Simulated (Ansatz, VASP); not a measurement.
**HfB2: VASP beside Ansatz**

INCAR

```
SYSTEM = HfB2
ALGO = Normal
EDIFF = 1E-7
ENCUT = 520
GGA = PE
ISIF = 2
ISMEAR = 0
LASPH = .TRUE.
LCHARG = .FALSE.
LREAL = .FALSE.
LWAVE = .FALSE.
NBANDS = 15
NELM = 60
PREC = Accurate
SIGMA = 0.024
```

File KPOINTS:

```
k-points
0
G
  10 10 8
  0 0 0
```

File POSCAR:

```
HfB2
1.0
    3.1400000000      0.0000000000      0.0000000000
   -1.5700000000      2.7193197679      0.0000000000
    0.0000000000      0.0000000000      3.4800000000
Hf B
1 2
Direct
    0.0000000000      0.0000000000      0.0000000000
    0.6666666667      0.3333333333      0.5000000000
    0.3333333333      0.6666666667      0.5000000000
```

Contents of input.yaml:

```yaml
crystal:
  lattice:
    - [3.14, 0.0, 0.0]
    - [-1.57, 2.7193197679, 0.0]
    - [0.0, 0.0, 3.48]
  atoms:
    - { symbol: Hf, position: [0.0, 0.0, 0.0] }
    - { symbol: B, position: [0.6666666667, 0.3333333333, 0.5] }
    - { symbol: B, position: [0.3333333333, 0.6666666667, 0.5] }
hamiltonian:
  xc: pbe
  pseudopotentials: { kind: paw }
kpoints:
  mp_grid: { grid: [10, 10, 8] }
scf:
  occupations: { method: gaussian, width: 0.024 }
output:
  forces: true
  stress: true
  eigenvalues: true
  write_density: true
  write_potential: true
  elf: true
  volumetric_format: npy
```

Alike in both runs: task single point; functional PBE; k mesh 10 × 10 × 8; occupations gaussian, width 0.024 eV; no spin polarisation.

|  | VASP | Ansatz |
| --- | --- | --- |
| version | VASP 6.6.1 | Ansatz 0.2.0 |
| potentials or method | VASP PAW PBE potentials, release 64 (Hf_pv, B) | Ansatz PAW |
| plane-wave cutoff (eV) | 520 | 420 |
| valence electrons in the cell | 16 | 32 |

VASP gave:

- gap on the k mesh at the Fermi level (eV): none
- pressure (GPa): 1.0
- largest component of the traceless stress (GPa): 0.59

**Question.** Which values does Ansatz return?

**Answer.** gap on the k mesh at the Fermi level (eV): none; pressure (GPa): 1.4; largest component of the traceless stress (GPa): 0.40.

A gap of «none» marks a metal or a gap that the smearing closes. The two sets of potentials don't hold the same shells in valence.

Spin-orbit coupling is left out, which matters for the levels of Hf.
